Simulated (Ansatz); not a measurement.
ZnTe with two functionals, biaxial strain −1.76 %, plane normal [110], relaxed out of plane

Take ZnTe in the zinc blende structure (space group F-43m, No. 216; a = 6.179 Å) as the base. Axes: x, y, z lie along the cube axes.

(Cell as relaxed with PBE.)

Levels (all Ansatz, a quantum-chemistry and plane-wave program, PAW): PBE (420 eV, without spin-orbit coupling); r2SCAN (500 eV, without spin-orbit coupling).

Each level relaxes its own structure.

```csv
base,PBE,r2SCAN
volume per atom,29.49 Å³,28.56 Å³
lattice parameter a,6.179 Å,6.113 Å
band gap,1.08 eV,1.79 eV
```

It is then changed as follows: compressive biaxial strain of 1.76 % in the plane normal to [110], as in epitaxy on a mismatched substrate; the out-of-plane cell vector and the atoms relax.

```json
[
 {"quantity": "volume per atom", "PBE": "28.82 Å³", "r2SCAN": "…"},
 {"quantity": "pressure (mean of the normal stresses, compression positive)", "PBE": "1.05 GPa", "r2SCAN": "…"},
 {"quantity": "valence-band top at Γ (three highest levels, from the VBM)", "PBE": "0.00, -0.05, -0.18 eV", "r2SCAN": "…"}
]
```

### Question
Given the PBE results, estimate those of r2SCAN.

### Answer

- volume per atom, r2SCAN: 27.92 Å³
- pressure (mean of the normal stresses, compression positive), r2SCAN: 1.19 GPa
- valence-band top at Γ (three highest levels, from the VBM), r2SCAN: 0.00, -0.06, -0.20 eV

PBE's volume per atom lies 0.90 Å³ above r2SCAN's (3.2 %); PBE's pressure lies 0.14 GPa below r2SCAN's. Neither level is exact; r2SCAN is the comparison here, not a measurement.

With Te present, leaving out spin-orbit coupling can change the band edges. Gaps are read on the SCF mesh and a high-symmetry path. Stability against distortions was not tested.
